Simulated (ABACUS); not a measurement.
# MoS2 (R3m) in ABACUS: equation of state, part 2 of 2

ABACUS 3.10.1.

## (4) Equation of state, PBEsol, 17.37 Å³/atom (volume scaled by 0.98)

The input, INPUT:

```
INPUT_PARAMETERS
suffix              MoS2
calculation         scf
basis_type          pw
pseudo_dir          ./
symmetry            1
dft_functional      pbesol
ecutwfc             81
pseudo_rcut         7
nspin               1
nbands              17
ks_solver           dav
smearing_method     fd
smearing_sigma      0.00367493
scf_thr             1e-08
scf_nmax            100
mixing_type         broyden
mixing_beta         0.7
cal_force           1
cal_stress          1
kpar                4
```

The input, STRU:

```
ATOMIC_SPECIES
Mo 95.9500 Mo.upf
S 32.0600 S.upf

LATTICE_CONSTANT
1.8897261246

LATTICE_VECTORS
1.5693956536 0.9060910031 6.1087235885
-1.5693956536 0.9060910031 6.1087235885
0.0000000000 -1.8121820061 6.1087235885

ATOMIC_POSITIONS
Direct

Mo
0.0
1
0.0000000000 0.0000000000 0.0000000000 1 1 1

S
0.0
2
0.4170000000 0.4170000000 0.4170000000 1 1 1
0.2500000000 0.2500000000 0.2500000000 1 1 1
```

The input, KPT:

```
K_POINTS
0
Gamma
10 10 10 0 0 0
```

Started as:

```console
> OMP_NUM_THREADS=1 mpirun -np 4 abacus > log
```

It took 94 s on 4 MPI ranks of Intel Xeon 6975P-C (Granite Rapids), shared host; peak memory 0.76 GiB.

Results (log left out):

| Quantity | Value |
| --- | --- |
| Free energy | -2514.7729 eV |
| Pressure | 3.7 GPa |
| Largest force | 0.628 eV/Å |
| Band gap on the k mesh | 0.89 eV, indirect (least direct gap 2.02 eV) |

## (5) Equation of state, PBEsol, 17.73 Å³/atom

INPUT is that of step 4.

Changes to STRU since step 4:

```diff
@@ -8,5 +8,5 @@
 LATTICE_VECTORS
-1.5693956536 0.9060910031 6.1087235885
--1.5693956536 0.9060910031 6.1087235885
-0.0000000000 -1.8121820061 6.1087235885
+1.5800000000 0.9122134253 6.1500000000
+-1.5800000000 0.9122134253 6.1500000000
+0.0000000000 -1.8244268506 6.1500000000
```

KPT is that of step 4.

Started as:

```console
> OMP_NUM_THREADS=1 mpirun -np 4 abacus > log
```

It took 100 s on 4 MPI ranks of Intel Xeon 6975P-C (Granite Rapids), shared host; peak memory 0.76 GiB.

It converged, with:

```
Free energy            : -2514.7864 eV
Pressure               : 0.4 GPa
Largest force          : 0.271 eV/Å
Band gap on the k mesh : 0.91 eV, indirect (least direct gap 1.96 eV)
```

## (6) Equation of state, PBEsol, 18.08 Å³/atom (volume scaled by 1.02)

INPUT is that of step 5.

Changes to STRU since step 5:

```diff
@@ -8,5 +8,5 @@
 LATTICE_VECTORS
-1.5800000000 0.9122134253 6.1500000000
--1.5800000000 0.9122134253 6.1500000000
-0.0000000000 -1.8244268506 6.1500000000
+1.5904638811 0.9182547499 6.1907296638
+-1.5904638811 0.9182547499 6.1907296638
+0.0000000000 -1.8365094997 6.1907296638
```

KPT is that of step 5.

Potentials or basis: PseudoDojo NC SR 0.4.1 PBEsol standard, plane waves.

Started as:

```console
> OMP_NUM_THREADS=1 mpirun -np 4 abacus > log
```

Wall time 1.7 min (4 MPI ranks of Intel Xeon 6975P-C (Granite Rapids), shared host); peak memory 0.76 GiB.

The run converged. Its results:

| Property | Result |
| --- | --- |
| Free energy | -2514.7792 eV |
| Pressure | -2.6 GPa |
| Largest force | 0.142 eV/Å |
| Band gap on the k mesh | 0.93 eV, indirect (least direct gap 1.91 eV) |

## (7) Equation of state, PBEsol, 18.44 Å³/atom (volume scaled by 1.04)

INPUT is that of step 6.

Changes to STRU since step 6:

```diff
@@ -8,5 +8,5 @@
 LATTICE_VECTORS
-1.5904638811 0.9182547499 6.1907296638
--1.5904638811 0.9182547499 6.1907296638
-0.0000000000 -1.8365094997 6.1907296638
+1.6007918580 0.9242176101 6.2309303335
+-1.6007918580 0.9242176101 6.2309303335
+0.0000000000 -1.8484352203 6.2309303335
```

KPT is that of step 6.

Potentials or basis: PseudoDojo NC SR 0.4.1 PBEsol standard, plane waves.

Started as:

```console
> OMP_NUM_THREADS=1 mpirun -np 4 abacus > log
```

running log:

```text
ABACUS v3.10.1

               Atomic-orbital Based Ab-initio Computation at UStc

 ------------------------------------------------------------------------------------

 READING GENERAL INFORMATION
                           global_out_dir = OUT.MoS2/
                           global_in_card = INPUT
                               pseudo_dir = ./
                              orbital_dir =
                                    DSIZE = 4
                                    GSIZE = 1

 READING UNITCELL INFORMATION
                                    ntype = 2
                  lattice constant (Bohr) = 1.88973
              lattice constant (Angstrom) = 1

 READING ATOM TYPE 1
                               atom label = Mo
                      L=0, number of zeta = 1
                      L=1, number of zeta = 1
                      L=2, number of zeta = 1
             number of atom for this type = 1

 READING ATOM TYPE 2
                               atom label = S
                      L=0, number of zeta = 1
                      L=1, number of zeta = 1
                      L=2, number of zeta = 1
             number of atom for this type = 2

                        TOTAL ATOM NUMBER = 3
DIRECT COORDINATES
    atom                   x                   y                   z     mag                  vx                  vy                  vz
taud_Mo1            0.0000000000        0.0000000000        0.0000000000  0.0000        0.0000000000        0.0000000000        0.0000000000
taud_S1            0.4170000000        0.4170000000        0.4170000000  0.0000        0.0000000000        0.0000000000        0.0000000000
taud_S2            0.2500000000        0.2500000000        0.2500000000  0.0000        0.0000000000        0.0000000000        0.0000000000

                          Volume (Bohr^3) = 373.259
                             Volume (A^3) = 55.3112

 Lattice vectors: (Cartesian coordinate: in unit of a_0)
             +1.60079           +0.924218            +6.23093
             -1.60079           +0.924218            +6.23093
                   +0            -1.84844            +6.23093
 Reciprocal vectors: (Cartesian coordinate: in unit of 2 pi/a_0)
            +0.312345           +0.180333          +0.0534966
            -0.312345           +0.180333          +0.0534966
[... 243 lines left out ...]

 Density error is 0.585539383615
                          Error Threshold = 0.01
----------------------------------------------------------
     Energy           Rydberg                 eV
----------------------------------------------------------
 E_KohnSham     -184.5515801004      -2510.9530642693
 E_Harris       -192.1884995433      -2614.8586838592
 E_Fermi        0.8528283050         11.6033243641
----------------------------------------------------------
[... 99 lines left out ...]
 Density error is 2.76194518332e-09
                          Error Threshold = 7.9073477917e-11
----------------------------------------------------------
     Energy           Rydberg                 eV
----------------------------------------------------------
 E_KohnSham     -184.8308868174      -2514.7532271095
 E_KS(sigma->0) -184.8308867706      -2514.7532264731
 E_Harris       -184.8302669946      -2514.7447939882
 E_band         -12.3395511820       -167.8882068377
 E_one_elec     -89.7928157341       -1221.6939334478
 E_Hartree      55.4499877876        754.4357879417
 E_xc           -33.0826470064       -450.1125042101
 E_Ewald        -117.4054117709      -1597.3825761205
 E_entropy(-TS) -0.0000000936        -0.0000012729
 E_descf        0.0000000000         0.0000000000
 E_exx          0.0000000000         0.0000000000
 E_Fermi        0.7969752699         10.8434048360
----------------------------------------------------------

 charge density convergence is achieved
 final etot is -2514.7532271 eV
 EFERMI = 10.843404836 eV

 STATE ENERGY(eV) AND OCCUPATIONS    NSPIN == 1
 1/29 kpoint (Cartesian) = 0.0000 0.0000 0.0000 (4611 pws)
       1       -51.0575     0.00200000
       2       -25.2183     0.00200000
       3       -25.0192     0.00200000
       4       -25.0192     0.00200000
       5       -4.40768     0.00200000
       6       -2.79313     0.00200000
[... 9 lines left out ...]
      16        12.7732    3.46305e-20
[... 82 lines left out ...]
       4       -25.1011     0.00600000
       5       -2.50061     0.00600000
       6       -2.20102     0.00600000
[... 9 lines left out ...]
      16        13.7693    2.31386e-28
      17        13.7945    1.39595e-28

[... levels at 23 further k points ...]

------------------------------------------------------------------------------------------
 TOTAL-FORCE (eV/Angstrom)
------------------------------------------------------------------------------------------
                       Mo1         0.0000000000         0.0000000000         0.0793885325
                        S1         0.0000000000         0.0000000000        -0.4450384343
                        S2         0.0000000000         0.0000000000         0.3656499018
------------------------------------------------------------------------------------------

----------------------------------------------------------------
 TOTAL-STRESS (KBAR)
----------------------------------------------------------------
       -59.7972066733        -0.0000000000         0.0000000000
         0.0000000000       -59.7972066733        -0.0000000003
         0.0000000000        -0.0000000003       -37.0475146559
----------------------------------------------------------------
 TOTAL-PRESSURE: -52.213976 KBAR

 --------------------------------------------
 !FINAL_ETOT_IS -2514.7532271095242322 eV
 --------------------------------------------
```

Wall time 95 s (4 MPI ranks of Intel Xeon 6975P-C (Granite Rapids), shared host); peak memory 0.76 GiB.

Results:

- Free energy: -2514.7532 eV
- Pressure: -5.2 GPa
- Largest force: 0.445 eV/Å
- Band gap on the k mesh: 0.94 eV, indirect (least direct gap 1.86 eV)

## (8) Equation of state, PBEsol, 18.79 Å³/atom (volume scaled by 1.06)

INPUT is that of step 7.

Changes to STRU since step 7:

```diff
@@ -8,5 +8,5 @@
 LATTICE_VECTORS
-1.6007918580 0.9242176101 6.2309303335
--1.6007918580 0.9242176101 6.2309303335
-0.0000000000 -1.8484352203 6.2309303335
+1.6109882594 0.9301045052 6.2706188579
+-1.6109882594 0.9301045052 6.2706188579
+0.0000000000 -1.8602090104 6.2706188579
```

KPT is that of step 7.

Started as:

```console
> OMP_NUM_THREADS=1 mpirun -np 4 abacus > log
```

It took 98 s on 4 MPI ranks of Intel Xeon 6975P-C (Granite Rapids), shared host; peak memory 0.76 GiB.

Results (log left out):

```
Free energy            : -2514.7105 eV
Pressure               : -7.6 GPa
Largest force          : 0.726 eV/Å
Band gap on the k mesh : 0.95 eV, indirect (least direct gap 1.81 eV)
```

## (9) Equation of state, PBEsol

Potentials or basis: PseudoDojo NC SR 0.4.1 PBEsol standard, plane waves.

No new run: the results of the series are fitted here.

What came out:

```yaml
Equilibrium_volume: 17.78 Å³/atom
Bulk_modulus_at_fixed_shape_and_positions: 155 GPa
Pressure_derivative_of_the_bulk_modulus: 4.4
```

Energy against volume, from the lowest point:
```
volume (Å³/atom)  energy (meV/atom)
          16.664              37.58
          17.019              16.75
          17.373               4.51
          17.728               0.00
          18.083               2.42
          18.437              11.07
          18.792              25.31
```

Caveat: the cell was scaled at fixed shape and fractional positions, which overstates the stiffness of a crystal with free parameters, most of all of layers and chains.
